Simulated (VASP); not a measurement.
Crystal: HfC.

```
Hf C
1.0
     0.00000    2.32500    2.32500
     2.32500    0.00000    2.32500
     2.32500    2.32500    0.00000
Hf C
1 1
Direct
  0.50000 0.50000 0.50000
  0.00000 0.00000 0.00000
```

| Quantity | Value |
| --- | --- |
| Program | VASP 6.6.1 |
| Task | relaxation of cell and atoms |
| Functional | PBE |
| Dispersion | TS |
| Potentials or basis | VASP PAW PBE potentials, release 64 (Hf_pv, C) |
| Cutoff | 600 eV |
| k mesh | 10 × 10 × 10 |
| Occupations | fermi-dirac, width 0.05 eV |
| Spin | no spin polarisation |

At the start: pressure -10.5 GPa; volume 12.57 Å³/atom.

Q: How do energy, volume and symmetry change on relaxing?

A: Over 4 steps the energy falls by 16.2 meV/atom and the volume is 12.03 Å³/atom (-4.3 %); space group Fm-3m (No. 225, to 0.05 Å).

The path:
```csv
step,energy change (eV),largest force (eV/Å),pressure (GPa),volume (Å³)
1,0.0000,0.0000,-10.52,25.14
2,0.1011,0.0000,23.90,22.25
3,-0.0325,0.0000,-1.15,24.16
4,-0.0325,0.0000,-0.03,24.06
```

Final structure:
```
Hf C
1.0
     0.00000    2.29148    2.29148
     2.29148    0.00000    2.29148
     2.29148    2.29148    0.00000
Hf C
1 1
Cartesian
  2.2915 2.2915 2.2915
  0.0000 0.0000 0.0000
```

Caveat: atom-pairwise D2, TS and ULG terms overbind metals; pairwise dispersion overbinds metals, which lowers pressure and volume.
